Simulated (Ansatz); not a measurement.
# Computed properties of Zr

```
Zr
1.0
    -1.81000    1.81000    1.81000
     1.81000   -1.81000    1.81000
     1.81000    1.81000   -1.81000
Zr
1
Direct
  0.00000 0.00000 0.00000
```

Conventional cell: a = 3.620 Å, b = 3.620 Å, c = 3.620 Å, α = 90.00°, β = 90.00°, γ = 90.00°. Zr (atom 1) has 8 Zr at 3.14 Å as nearest neighbours.

The geometry is COD entry 9008559, unchecked; take it as a test cell.

Method: DFT, PBE, all-electron LAPW, scalar-relativistic in Ansatz 0.2.0.

Numerical set-up: a Γ-centred 16×16×16 k mesh, Fermi–Dirac smearing of 0.03 eV, basis error target 0.5 meV/atom, no spin polarisation.

```yaml
Pressure_at_this_cell: -3.13 GPa
Band_gap: "none: bands cross the Fermi level, a metal"
Density_of_states_at_the_Fermi_level_0.2_eV_bin: 1.82 states/eV per cell
Volume_per_atom: 23.72 Å³
```
